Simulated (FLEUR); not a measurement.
# As (R-3m) in FLEUR: notebook

Runs on As. Level: BLYP. Tasks: band structure, equation of state.

Program: FLEUR MaX-R8.1 (later development tree). These are calculated values, not measurements. Logs are shortened: lines on timing, memory, paths and dates and some standing lists are left out, and cuts for length are marked.

## Step 1: The crystal as given

It takes space group R-3m (No. 166, trigonal). Conventional cell: a = 3.762 Å, b = 3.762 Å, c = 10.542 Å, α = 90.00°, β = 90.00°, γ = 120.00°. As (site symmetry 3m) has 3 As at 2.51 Å as nearest neighbours.

## Step 2: Band structure, BLYP

inp.xml

```xml
<?xml version="1.0" encoding="UTF-8" standalone="no"?>
<fleurInput fleurInputVersion="0.39">
   <comment>
      As                                                                                                  
   </comment>
   <calculationSetup>
      <cutoffs Kmax="4.47" Gmax="13.9" GmaxXC="13.9" numbands="0"/>
      <scfLoop itmax="60" minDistance="0.00001" maxIterBroyd="15" imix="Anderson" alpha="0.05" precondParam="0.0" spinf="2.0" sdNocoIR="T"/>
      <coreElectrons ctail="T" frcor="F" kcrel="0" coretail_lmax="0"/>
      <xcFunctional name="LibXC" relativisticCorrections="F">
         <LibXCName exchange="gga_x_b88" correlation="gga_c_lyp"/>
      </xcFunctional>
      <magnetism jspins="1"/>
      <soc l_soc="F" theta="0.0" phi="0.0" spav="F"/>
      <expertModes spex="0" secvar="F"/>
      <geometryOptimization l_f="F" forcealpha="1.0" forcemix="BFGS" epsdisp="0.00001" epsforce="0.00001"/>
      <ldaU l_linMix="F" mixParam="0.05" spinf="1.0"/>
   </calculationSetup>
   <cell>
      <bzIntegration valenceElectrons="42.0" mode="hist" fermiSmearingEnergy="0.00183747">
         <kPointListSelection listName="default-1"/>
         <!-- k-points included here -->
         <xi:include xmlns:xi="http://www.w3.org/2001/XInclude" href="kpts.xml"> </xi:include>
      </bzIntegration>
      <!-- symmetry operations included here -->
      <xi:include xmlns:xi="http://www.w3.org/2001/XInclude" href="sym.xml"> </xi:include>
      <bulkLattice scale="1.0">
         <bravaisMatrix>
            <row-1>    3.5541910345400498     2.0520131504382508     6.6406147544706311</row-1>
            <row-2>   -3.5541910345400498     2.0520131504382508     6.6406147544706311</row-2>
            <row-3>    0.0000000000000000    -4.1040263010654741     6.6406147544706311</row-3>
         </bravaisMatrix>
      </bulkLattice>
   </cell>
   <atomSpecies>
      <species name="Arsenic (As)" element="As" atomicNumber="33">
         <mtSphere radius="2.19" gridPoints="725" logIncrement="0.017"/>
         <atomicCutoffs lmax="9" lnonsphr="7"/>
         <electronConfig flipSpins="F">
            <coreConfig>(1s1/2) (2s1/2) (2p1/2) (2p3/2) (3s1/2)</coreConfig>
            <valenceConfig>(3p1/2) (3p3/2) (4s1/2) (3d3/2) (3d5/2) (4p1/2) (4p3/2)</valenceConfig>
            <stateOccupation state="(4p1/2)" spinUp="0.500000" spinDown="0.500000"/>
            <stateOccupation state="(4p3/2)" spinUp="1.000000" spinDown="1.000000"/>
         </electronConfig>
         <energyParameters s="4" p="4" d="3" f="4"/>
         <lo type="SCLO" l="1" n="3" eDeriv="0"/>
         <lo type="SCLO" l="1" n="3" eDeriv="1"/>
         <lo type="HELO" l="2" n="4" eDeriv="0"/>
         <lo type="HELO" l="2" n="4" eDeriv="1"/>
         <lo type="SCLO" l="0" n="4" eDeriv="2"/>
         <lo type="SCLO" l="3" n="4" eDeriv="2"/>
      </species>
   </atomSpecies>
   <atomGroups>
      <atomGroup species="Arsenic (As)">
         <relPos label="                   1">.2260000000 .2260000000 .2260000000</relPos>
         <relPos label="                   2">-.2260000000 -.2260000000 -.2260000000</relPos>
         <force calculate="T" relaxXYZ="TTT"/>
      </atomGroup>
   </atomGroups>
   <output dos="F" band="F" slice="F">
      <checks vchk="F" cdinf="F"/>
      <bandDOS minEnergy="-.5*Htr" maxEnergy="0.5*Htr" sigma="0.015" storeEVData="T"/>
      <vacuumDOS vacdos="F" integ="F" star="F" nstars="0" locx1="0.0" locy1="0.0" locx2="0.0" locy2="0.0" nstm="0" tworkf="0.0"/>
      <unfoldingBand unfoldBand="F" supercellX="1" supercellY="1" supercellZ="1"/>
      <plotting iplot="0" polar="F">
         <plot TwoD="T" vec1="  1.0  0.0  0.0" vec2="  0.0  1.0  0.0" vec3="  0.0  0.0  1.0" zero="  0.0  0.0  0.0" file="plot"/>
      </plotting>
      <chargeDensitySlicing numkpt="0" minEigenval="0.0" maxEigenval="0.0" nnne="0" pallst="F"/>
      <specialOutput eonly="F"/>
      <moessbauerParams electricFieldGradient="T" isomerShift="T" coreHyperfine="T" valenceHyperfine="T"/>
      <magneticCircularDichroism mcd="F" energyLo="-10.0" energyUp="0.0"/>
   </output>
  <!-- We include the file relax.xml here to enable relaxations (see documentation) -->
  <xi:include xmlns:xi="http://www.w3.org/2001/XInclude" href="relax.xml"> <xi:fallback/> </xi:include>
</fleurInput>
```

crystal.txt

```
As
&input cartesian=F /
1.8807968987  1.0858785957  3.5140619945
-1.8807968987  1.0858785957  3.5140619945
0.0000000000  -2.1717571915  3.5140619945
1.8897261246
1.0 1.0 1.0

2
33 0.2260000000  0.2260000000  0.2260000000
33 0.7740000000  0.7740000000  0.7740000000

&kpt div1=9 div2=9 div3=9 gamma=T /
```

inp.xml (bands)

```
<?xml version="1.0" encoding="UTF-8" standalone="no"?>
<fleurInput fleurInputVersion="0.39">
   <comment>
      As                                                                                                  
   </comment>
   <calculationSetup>
      <cutoffs Kmax="4.47" Gmax="13.9" GmaxXC="13.9" numbands="0"/>
      <scfLoop itmax="60" minDistance="0.00001" maxIterBroyd="15" imix="Anderson" alpha="0.05" precondParam="0.0" spinf="2.0" sdNocoIR="T"/>
      <coreElectrons ctail="T" frcor="F" kcrel="0" coretail_lmax="0"/>
      <xcFunctional name="LibXC" relativisticCorrections="F">
         <LibXCName exchange="gga_x_b88" correlation="gga_c_lyp"/>
      </xcFunctional>
      <magnetism jspins="1"/>
      <soc l_soc="F" theta="0.0" phi="0.0" spav="F"/>
      <expertModes spex="0" secvar="F"/>
      <geometryOptimization l_f="F" forcealpha="1.0" forcemix="BFGS" epsdisp="0.00001" epsforce="0.00001"/>
      <ldaU l_linMix="F" mixParam="0.05" spinf="1.0"/>
   </calculationSetup>
   <cell>
      <bzIntegration valenceElectrons="42.0" mode="hist" fermiSmearingEnergy="0.00183747">
         <kPointListSelection listName="path-1"/>
         <!-- k-points included here -->
         <xi:include xmlns:xi="http://www.w3.org/2001/XInclude" href="kpts.xml"> </xi:include>
      </bzIntegration>
      <!-- symmetry operations included here -->
      <xi:include xmlns:xi="http://www.w3.org/2001/XInclude" href="sym.xml"> </xi:include>
      <bulkLattice scale="1.0">
         <bravaisMatrix>
            <row-1>    3.5541910345400498     2.0520131504382508     6.6406147544706311</row-1>
            <row-2>   -3.5541910345400498     2.0520131504382508     6.6406147544706311</row-2>
            <row-3>    0.0000000000000000    -4.1040263010654741     6.6406147544706311</row-3>
         </bravaisMatrix>
      </bulkLattice>
   </cell>
   <atomSpecies>
      <species name="Arsenic (As)" element="As" atomicNumber="33">
         <mtSphere radius="2.19" gridPoints="725" logIncrement="0.017"/>
         <atomicCutoffs lmax="9" lnonsphr="7"/>
         <electronConfig flipSpins="F">
            <coreConfig>(1s1/2) (2s1/2) (2p1/2) (2p3/2) (3s1/2)</coreConfig>
            <valenceConfig>(3p1/2) (3p3/2) (4s1/2) (3d3/2) (3d5/2) (4p1/2) (4p3/2)</valenceConfig>
            <stateOccupation state="(4p1/2)" spinUp="0.500000" spinDown="0.500000"/>
            <stateOccupation state="(4p3/2)" spinUp="1.000000" spinDown="1.000000"/>
         </electronConfig>
         <energyParameters s="4" p="4" d="3" f="4"/>
         <lo type="SCLO" l="1" n="3" eDeriv="0"/>
         <lo type="SCLO" l="1" n="3" eDeriv="1"/>
         <lo type="HELO" l="2" n="4" eDeriv="0"/>
         <lo type="HELO" l="2" n="4" eDeriv="1"/>
         <lo type="SCLO" l="0" n="4" eDeriv="2"/>
         <lo type="SCLO" l="3" n="4" eDeriv="2"/>
      </species>
   </atomSpecies>
   <atomGroups>
      <atomGroup species="Arsenic (As)">
         <relPos label="                   1">.2260000000 .2260000000 .2260000000</relPos>
         <relPos label="                   2">-.2260000000 -.2260000000 -.2260000000</relPos>
         <force calculate="T" relaxXYZ="TTT"/>
      </atomGroup>
   </atomGroups>
   <output dos="F" band="T" slice="F">
      <checks vchk="F" cdinf="F"/>
      <bandDOS minEnergy="-.5*Htr" maxEnergy="0.5*Htr" sigma="0.015" storeEVData="T"/>
      <vacuumDOS vacdos="F" integ="F" star="F" nstars="0" locx1="0.0" locy1="0.0" locx2="0.0" locy2="0.0" nstm="0" tworkf="0.0"/>
      <unfoldingBand unfoldBand="F" supercellX="1" supercellY="1" supercellZ="1"/>
      <plotting iplot="0" polar="F">
         <plot TwoD="T" vec1="  1.0  0.0  0.0" vec2="  0.0  1.0  0.0" vec3="  0.0  0.0  1.0" zero="  0.0  0.0  0.0" file="plot"/>
      </plotting>
      <chargeDensitySlicing numkpt="0" minEigenval="0.0" maxEigenval="0.0" nnne="0" pallst="F"/>
      <specialOutput eonly="F"/>
      <moessbauerParams electricFieldGradient="T" isomerShift="T" coreHyperfine="T" valenceHyperfine="T"/>
      <magneticCircularDichroism mcd="F" energyLo="-10.0" energyUp="0.0"/>
   </output>
  <!-- We include the file relax.xml here to enable relaxations (see documentation) -->
  <xi:include xmlns:xi="http://www.w3.org/2001/XInclude" href="relax.xml"> <xi:fallback/> </xi:include>
</fleurInput>
```

Potentials or basis: all-electron, FLAPW.

On the command line:

```
$ inpgen -f crystal.txt -profile fastHighL
$ # inp.xml edited to the form shown
$ fleur_MPI
$ fleur_MPI   # second run, on inp.xml (bands)
```

Log:

```text
Welcome to FLEUR        (www.flapw.de)
      MaX-Release 8.1          (www.max-centre.eu)
 func_ids         131         106         131         106
The functional 'Becke 88' is an exchange functional, it belongs to the 'GGA' family and is defined in the reference(s):
[1] A. D. Becke.,  Phys. Rev. A 38, 3098 (1988)
The functional 'Lee, Yang & Parr' is a correlation functional, it belongs to the 'GGA' family and is defined in the reference(s):
[1] C. Lee, W. Yang, and R. G. Parr.,  Phys. Rev. B 37, 785 (1988)
[2] B. Miehlich, A. Savin, H. Stoll, and H. Preuss.,  Chem. Phys. Lett. 157, 200 (1989)
 Using same functional for VXC and EXC

 ========== k-point set info ==========
 Selected k-point list: default-1
 k-point list type: mesh
 9 x 9 x 9
 Number of k points: 85

 ------------Calculation Setup---------------------------
 Number of MPI-tasks      :            1
 Number of PE/node        :            1
 Number of OMP-threads    :            1
 Most efficient MPI parallelization for:
           1           5          17          85
 Additional eigenvalue parallelization possible
 Number of basis functions:          531
 Approximate size of matrices (H+S) per k-point:         0.004 GB
 --------------------------------------------------------
 Iteration:     1   Distance:      20.21185879 me/bohr^3
 Iteration:     2   Distance:      19.09105256 me/bohr^3
 Iteration:     3   Distance:       4.54464630 me/bohr^3
 Iteration:     4   Distance:       0.49396221 me/bohr^3
 Iteration:     5   Distance:       0.42235417 me/bohr^3
 Iteration:     6   Distance:       0.11764513 me/bohr^3
 Iteration:     7   Distance:       0.01957619 me/bohr^3
 Iteration:     8   Distance:       0.01210244 me/bohr^3
 Iteration:     9   Distance:       0.00271435 me/bohr^3
 Iteration:    10   Distance:       0.00260944 me/bohr^3
 Iteration:    11   Distance:       0.00024321 me/bohr^3
 Iteration:    12   Distance:       0.00021789 me/bohr^3
 Iteration:    13   Distance:       0.00002245 me/bohr^3
 Iteration:    14   Distance:       0.00001904 me/bohr^3
 Iteration:    15   Distance:       0.00000140 me/bohr^3

 ********************************************************************
 Run finished successfully
 Stop message:
   all done
 ********************************************************************
```

Run time: 1.7 min. Hardware: 1 thread of Arm Neoverse V1, shared host; peak memory 0.08 GiB.

What came out:

- Free energy: -123075.4225 eV
- Band gap along the path: none (metal or under the smearing width)
- Valence electrons inside the program's atomic spheres: As 18.89 (radii As 2.19 bohr)

Levels at the corners of the path, in eV from the Fermi level:
| point | band 18 | band 19 | band 20 | band 21 | band 22 | band 23 | band 24 | band 25 |
| --- | --- | --- | --- | --- | --- | --- | --- | --- |
| Γ | -6.04 | -2.49 | -2.08 | -2.08 | 1.63 | 2.86 | 2.86 | 7.12 |
| L | -11.18 | -2.88 | -2.82 | -0.43 | -0.26 | 0.48 | 1.42 | 9.31 |
| B1 | -10.72 | -5.81 | -5.30 | -1.43 | 1.27 | 5.24 | 5.45 | 7.00 |
| B | -10.72 | -5.81 | -5.30 | -1.43 | 1.27 | 5.24 | 5.45 | 7.00 |
| Z | -10.02 | -1.81 | -1.81 | -0.64 | 0.77 | 0.77 | 1.79 | 8.33 |
| Γ | -6.04 | -2.49 | -2.08 | -2.08 | 1.63 | 2.86 | 2.86 | 7.12 |
| X | -10.96 | -6.07 | -3.52 | -3.51 | 3.21 | 3.25 | 5.65 | 6.21 |
| Q | -10.96 | -6.07 | -3.52 | -3.51 | 3.21 | 3.25 | 5.65 | 6.21 |
| F | -9.85 | -5.91 | -4.16 | -4.13 | 1.66 | 5.34 | 6.92 | 7.13 |
| P1 | -10.24 | -6.03 | -3.76 | -3.00 | 2.24 | 3.79 | 6.19 | 6.33 |
| Z | -10.02 | -1.81 | -1.81 | -0.64 | 0.77 | 0.77 | 1.79 | 8.33 |
| L | -11.18 | -2.88 | -2.82 | -0.43 | -0.26 | 0.48 | 1.42 | 9.31 |
| P | -10.24 | -6.03 | -3.76 | -3.00 | 2.24 | 3.79 | 6.19 | 6.33 |

Core levels (eV from the Fermi level):
```csv
atom,levels
1 As,"1s1/2 -11714.8, 2s1/2 -1482.2, 2p1/2 -1324.1, 2p3/2 -1287.5, 3s1/2 -185.6"
2 As,"1s1/2 -11714.8, 2s1/2 -1482.2, 2p1/2 -1324.1, 2p3/2 -1287.5, 3s1/2 -185.6"
```

## Step 3: Equation of state, BLYP, 20.67 Å³/atom (volume scaled by 0.96)

inp.xml, as its differences from that of step 2:

```diff
@@ -6,3 +6,3 @@
    <calculationSetup>
-      <cutoffs Kmax="4.47" Gmax="13.9" GmaxXC="13.9" numbands="0"/>
+      <cutoffs Kmax="4.6" Gmax="14.3" GmaxXC="14.3" numbands="0"/>
       <scfLoop itmax="60" minDistance="0.00001" maxIterBroyd="15" imix="Anderson" alpha="0.05" precondParam="0.0" spinf="2.0" sdNocoIR="T"/>
@@ -26,3 +26,3 @@
       <xi:include xmlns:xi="http://www.w3.org/2001/XInclude" href="sym.xml"> </xi:include>
-      <bulkLattice scale="1.0">
+      <bulkLattice scale="0.9864848297">
          <bravaisMatrix>
@@ -36,3 +36,3 @@
       <species name="Arsenic (As)" element="As" atomicNumber="33">
-         <mtSphere radius="2.19" gridPoints="725" logIncrement="0.017"/>
+         <mtSphere radius="2.13" gridPoints="725" logIncrement="0.017"/>
          <atomicCutoffs lmax="9" lnonsphr="7"/>
```

Potentials or basis: all-electron, FLAPW.

On the command line:

```
$ inpgen -f crystal.txt -profile fastHighL
$ # inp.xml edited to the form shown
$ fleur_MPI
```

It took 91 s on 1 thread of Arm Neoverse V1, shared host; peak memory 0.09 GiB.

It converged, with:

- Free energy: -123075.3031 eV
- Band gap on the k mesh: none (metal or under the smearing width)
- Valence electrons inside the program's atomic spheres: As 18.74 (radii As 2.13 bohr)

## Step 4: Equation of state, BLYP, 21.53 Å³/atom

inp.xml, as its differences from that of step 3:

```diff
@@ -26,3 +26,3 @@
       <xi:include xmlns:xi="http://www.w3.org/2001/XInclude" href="sym.xml"> </xi:include>
-      <bulkLattice scale="0.9864848297">
+      <bulkLattice scale="1.0000000000">
          <bravaisMatrix>
```

On the command line:

```
$ inpgen -f crystal.txt -profile fastHighL
$ # inp.xml edited to the form shown
$ fleur_MPI
```

It took 1.8 min on 1 thread of Arm Neoverse V1, shared host; peak memory 0.09 GiB.

It converged, with:

* Free energy: -123075.4210 eV
* Band gap on the k mesh: none (metal or under the smearing width)
* Valence electrons inside the program's atomic spheres: As 18.71 (radii As 2.13 bohr)

## Step 5: Equation of state, BLYP, 22.39 Å³/atom (volume scaled by 1.04)

inp.xml, as its differences from that of step 4:

```diff
@@ -26,3 +26,3 @@
       <xi:include xmlns:xi="http://www.w3.org/2001/XInclude" href="sym.xml"> </xi:include>
-      <bulkLattice scale="1.0000000000">
+      <bulkLattice scale="1.0131594038">
          <bravaisMatrix>
```

On the command line:

```
$ inpgen -f crystal.txt -profile fastHighL
$ # inp.xml edited to the form shown
$ fleur_MPI
```

It took 1.8 min on 1 thread of Arm Neoverse V1, shared host; peak memory 0.09 GiB.

Results (log left out):

| Quantity | Value |
| --- | --- |
| Free energy | -123075.4982 eV |
| Band gap on the k mesh | none (metal or under the smearing width) |
| Valence electrons inside the program's atomic spheres | As 18.69 (radii As 2.13 bohr) |
